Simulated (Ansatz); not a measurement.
Input and output of a band-structure calculation on MgO, CsCl type (the PAW code Ansatz, PBE). Cell and atoms come from a relaxation with r2SCAN.

```yaml
crystal:
  lattice:
    - [2.6233490555, 0.0, 0.0]
    - [0.0, 2.6233490555, 0.0]
    - [0.0, 0.0, 2.6233490555]
  atoms:
    - { symbol: Mg, position: [0.0, 0.0, 0.0] }
    - { symbol: O, position: [0.5, 0.5, 0.5] }
kpoints:
  mp_grid: { grid: [10, 10, 10] }
  band_path:
    path:
      - [[0.0, 0.0, 0.0], [-2.9943068599e-70, 0.5, 1.223582212175e-35], [0.5, 0.5, -3.670746636524e-35], [0.0, 0.0, 0.0], [0.5, 0.5, 0.5], [-2.9943068599e-70, 0.5, 1.223582212175e-35]]
      - [[0.5, 0.5, 0.5], [0.5, 0.5, -3.670746636524e-35]]
    npoints: 10
hamiltonian:
  xc: pbe
scf:
  occupations: { method: fermi_dirac, width: 0.02 }
  n_extra_bands: 4
output:
  forces: true
  stress: true
  eigenvalues: true
  write_density: true
  write_potential: true
  elf: true
  volumetric_format: npy
```

Some lines of the output have been replaced by numbered gaps.
```
scf.n_extra_bands = 4 over 8 filled bands (N_el = 16.0): the run solves 12 bands
Functional definition: PBE
Crystal: 2 atoms, lattice volume = 18.054 Å³
Basis set: ecut = 420 eV, 365 PW (Γ)
Symmetry: 48 space group operations
Space group: Pm-3m (ITA 221)
k-points: 56 of 1000
SCF converged after 6 iterations
Free energy (F): -2492.621561 eV
[1]
--- Per-component energies (eV) ---
  E_band       = -286.083917
  E_kinetic    = 255.408187
  E_local      = -1538.355961
  E_nonlocal   = 142.888391
  E_hartree    = 526.001704
  E_xc         = -105.197657
  E_vxc        = -134.830090
  E_paw        = -450.224541
  E_vpaw       = -63.199669
  E_ewald      = -1323.144133
--- Stress (GPa, compression-positive) ---
        6.239730       0.000000       0.000000
        0.000000       6.239730       0.000000
        0.000000       0.000000       6.239730
  P = ⅓ Tr σ = 6.2397 GPa (62.397 kbar)
--- Band table (eV; the first three rows and the last of 56) ---
[2]
```

The rows of the band table are 0: (0, 0, 0) = Γ, 1: (0, 0, 0.100), 2: (0, 0, 0.200), 55: (-1/2, -1/2, -1/2) = R.

Problem. What stood in the gaps? They hold the Fermi energy and the band table.

Solution.
```
[1]
Fermi energy:    11.572885 eV
[2]
  k-point 0: bands = […, -31.1954, -31.1954, -8.3397, 9.2242, 9.2242, 9.2242, 12.8797, 20.7295, 20.7295, 30.7417]
  k-point 1: bands = […, -31.1942, -31.1942, -8.2368, 8.3746, 9.2652, 9.2652, 13.4956, 20.9383, 20.9517, 30.5661]
  k-point 2: bands = […, -31.1911, -31.1911, -7.9525, 6.7605, 9.3746, 9.3746, 14.5924, 21.2373, 21.5601, 30.0461]
  k-point 55: bands = […, -31.2931, -31.2931, -5.3540, 6.5730, 6.5730, 6.5730, 17.8099, 17.8099, 17.8099, 26.7276]
```
The trailing digits, and the zero of the energies, depend on the potentials and thresholds.

PBE gives an indirect gap of 2.64 eV, from M to Γ; the least direct gap is 3.66 eV at Γ. At this geometry PBE finds +6.24 GPa, compression counted positive: its own equilibrium volume is larger.

Command: `ansatz run input.yaml --threads 4 --pin off --max-ram 7372MiB --backend cpu --events-out ev --progress --plain --runs-dir out`.

Problem. It took 1.1 s on 4 threads of Arm Neoverse N1, on a shared host. What peak of host memory did it reach?

Solution. About 0.31 GiB.

Note: simulated data, non-magnetic, for a generated structure that need not be the stable one.
